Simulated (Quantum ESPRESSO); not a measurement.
Something may be wrong with this Quantum ESPRESSO 7.5 calculation of MnS.

The input pw.in:

```
&CONTROL
  calculation = 'scf'
  prefix = 'pwscf'
  outdir = './tmp'
  pseudo_dir = './pseudo'
  tprnfor = .true.
  disk_io = 'nowf'
/
&SYSTEM
  ibrav = 0
  nat = 4
  ntyp = 3
  ecutwfc = 45
  ecutrho = 360
  nbnd = 36
  occupations = 'smearing'
  smearing = 'gaussian'
  degauss = 0.00367493
  nspin = 2
  starting_magnetization(1) = 0.3333
  starting_magnetization(2) = -0.3333
  starting_magnetization(3) = 0
  tot_magnetization = 0
  nosym = .true.
  tot_charge = -6
/
&ELECTRONS
  conv_thr = 1.6d-07
  electron_maxstep = 50
  mixing_beta = 0.3
  mixing_ndim = 12
/
ATOMIC_SPECIES
Mn1   54.9380 mn_pbe_v1.5.uspp.F.UPF
Mn2   54.9380 mn_pbe_v1.5.uspp.F.UPF
S     32.0600 s_pbe_v1.4.uspp.F.UPF
CELL_PARAMETERS angstrom
   4.3056791600    0.0000000000    0.0000000000
   0.0000000000    4.3056791600    0.0000000000
   0.0000000000    0.0000000000    5.3605806400
ATOMIC_POSITIONS crystal
Mn1    0.0000000000    0.5000000000    0.0000000000
Mn2    0.5000000000    0.0000000000    0.5000000000
S      0.0000000000    0.0000000000    0.2500000000
S      0.0000000000    0.0000000000    0.7500000000
K_POINTS automatic
3 3 2 0 0 0
HUBBARD {atomic}
U Mn1-3d 1.0
U Mn2-3d 1.0
```

Potentials or basis: GBRV 1.5 PBE.

Command:

```sh
$ OMP_NUM_THREADS=1 pw.x -in pw.in > pw.out
```

pw.out:

```text
This program is part of the open-source Quantum ESPRESSO suite
     for quantum simulation of materials; please cite
         "P. Giannozzi et al., J. Phys.:Condens. Matter 21 395502 (2009);
         "P. Giannozzi et al., J. Phys.:Condens. Matter 29 465901 (2017);
         "P. Giannozzi et al., J. Chem. Phys. 152 154105 (2020);
     in publications or presentations arising from this work. More details at

     G-vector sticks info
     --------------------
     sticks:   dense  smooth     PW     G-vecs:    dense   smooth      PW
     Sum        1893     949    277                77441    27367    4211

     Using Slab Decomposition

     bravais-lattice index     =            0
     lattice parameter (alat)  =       8.1366  a.u.
     unit-cell volume          =     670.6436 (a.u.)^3
     number of atoms/cell      =            4
     number of atomic types    =            3
     number of electrons       =        48.00 (up:  24.00, down:  24.00)
[... 484 lines left out ...]
     occupation matrix ns (before diag.):
       0.919  0.000  0.000 -0.015 -0.000
       0.000  0.969 -0.000  0.000 -0.000
       0.000 -0.000  0.923  0.000  0.000
[... 48 lines left out ...]
     Number of occupied Hubbard levels =   13.4583

[... 164 lines left out ...]
     the spin up/dw Fermi energies are     8.1242    8.1243 ev

!    total energy              =    -467.23366709 Ry
     estimated scf accuracy    <       0.00000004 Ry
     smearing contrib. (-TS)   =      -0.00023695 Ry
     internal energy E=F+TS    =    -467.23343014 Ry

     The total energy is F=E-TS. E is the sum of the following terms:
     one-electron contribution =    -335.63305200 Ry
     hartree contribution      =     183.65539649 Ry
     xc contribution           =     -74.58153602 Ry
     ewald contribution        =    -240.76284033 Ry
     Hubbard energy            =       0.08860173 Ry

     total magnetization       =     0.00 Bohr mag/cell
     absolute magnetization    =     5.89 Bohr mag/cell

     convergence has been achieved in  21 iterations

     Forces acting on atoms (cartesian axes, Ry/au):

     atom    1 type  1   force =     0.00000026    0.00000001   -0.00000005
     atom    2 type  2   force =     0.00000027    0.00000016    0.00000043
     atom    3 type  3   force =     0.00000021   -0.00000017   -0.00000226
     atom    4 type  3   force =    -0.00000074   -0.00000001    0.00000189

     Total force =     0.000003     Total SCF correction =     0.000006
     SCF correction compared to forces is large: reduce conv_thr to get better values

=------------------------------------------------------------------------------=
   JOB DONE.
=------------------------------------------------------------------------------=
```

Question: How did it end, and where is the flaw?

Answer: Self-consistency was reached. The input holds a flaw that was put in on purpose: far too large a charge (tot_charge = -6). The program doesn't stop on it, so the numbers can't be trusted though the run ends normally.
